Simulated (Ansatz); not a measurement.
From the elastic tensor of C at 7 GPa (stress–strain coefficients) to moduli and sound speeds

All numbers below come from DFT PBE, scalar-relativistic, plane waves, PAW (Ansatz 0.2.0). Plane waves to 420 eV; Γ-centred k mesh 12×12×6; fixed occupations. No spin polarisation.

Symmetry: P6_3/mmc, No. 194, hexagonal system. Conventional cell: a = 2.498 Å, b = 2.498 Å, c = 4.159 Å, α = 90.00°, β = 90.00°, γ = 120.00°. C (site symmetry 3m) has 4 C at 1.53 to 1.56 Å as nearest neighbours.

Relaxed-ion constants (GPa, on the Cartesian axes of the calculation):
C11 = 1232.3, C12 = 112.9, C13 = 23.8, C22 = 1232.3, C23 = 23.8, C33 = 1346.3, C44 = 468.6, C55 = 468.6, C66 = 559.7 GPa; the others vanish.

Density 3.549 g/cm³; 4 atoms in 22.48 Å³.

The values that follow are for a polycrystal of randomly turned grains, by Hill's mean where one number stands.

```
Bulk modulus, Voigt / Reuss / Hill          : 459.2 / 459.2 / 459.2 GPa
Shear modulus, Voigt / Reuss / Hill         : 542.7 / 534.0 / 538.3 GPa
Young's modulus                             : 1161 GPa
Poisson ratio                               : 0.079
Pugh ratio B/G                              : 0.85
Universal anisotropy index                  : 0.08
Longitudinal and transverse sound speeds    : 18212 and 12317 m/s
Debye temperature from the mean sound speed : 2250 K
```

Cost: 1 run of about 0.29 core-minutes, on AMD EPYC 9R45 (Zen 5) (shared hosts).

The cell is that of lonsdaleite, hexagonal diamond, and the tensor shows a stiff, nearly isotropic sp3 network. The shear modulus exceeds the bulk modulus, which is unusual among solids and reflects the strong resistance of directional covalent bonds to changes in bond angle. The same angular stiffness keeps C12 and C13 small, so that axial strain induces little lateral stress and the Poisson ratio is only 0.079.

C33 exceeds C11, as expected when one bond of each tetrahedron lies along the c axis. The softest shear is C44, which slides the buckled layers over one another; it probably tilts the axial bonds more than it stretches them, whereas C66 also strains the inclined bonds within the layers. The equal Voigt and Reuss bulk moduli reflect almost equal linear compressibilities along a and c.

The constants satisfy the elastic stability criteria for a hexagonal crystal, so the lattice resists small homogeneous strains at this pressure. They don't establish its hardness, which also depends on bond breaking and plastic flow at large strain.
